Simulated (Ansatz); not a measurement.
Pd under changes of volume

One of the cells (14.750 Å³/atom); the others are scaled copies at fixed shape and fractional positions:

```xyz
1
Lattice="0.0000 1.9465 1.9465 1.9465 0.0000 1.9465 1.9465 1.9465 0.0000" Properties=species:S:1:pos:R:3 pbc="T T T"
Pd    0.0000    0.0000    0.0000
```

```yaml
Program: Ansatz 0.2.0
Functional: HF
Potentials_or_basis: Ansatz PAW
Cutoff: "420 eV (not typed: the program's choice for these potentials)"
k_mesh: 6 × 6 × 6
Occupations: fermi-dirac, width 0.05 eV
Spin: no spin polarisation
```

```csv
volume (Å³/atom),energy over the lowest point (meV/atom),pressure (GPa)
13.865,819.59,26.4
14.160,458.45,28.2
14.455,409.52,23.6
14.750,370.25,19.4
15.045,?,?
15.340,34.38,20.1
15.635,0.00,17.2
```

Question: What does the run at 15.045 Å³/atom give?

Answer: Energy over the lowest point 337.99 meV/atom; pressure 15.7 GPa.

The energies don't lie on one smooth curve, so no fit is given. The run at 13.865 Å³/atom lies farthest off, from a change of basis, grid or state.

Energies are extrapolated to zero smearing.

Caveats: all runs use coarse meshes; the PAW data sets come from PBE, with cores solved anew for the run's functional, which leaves a small shift of forces and pressure; the thresholds are loose for stress.
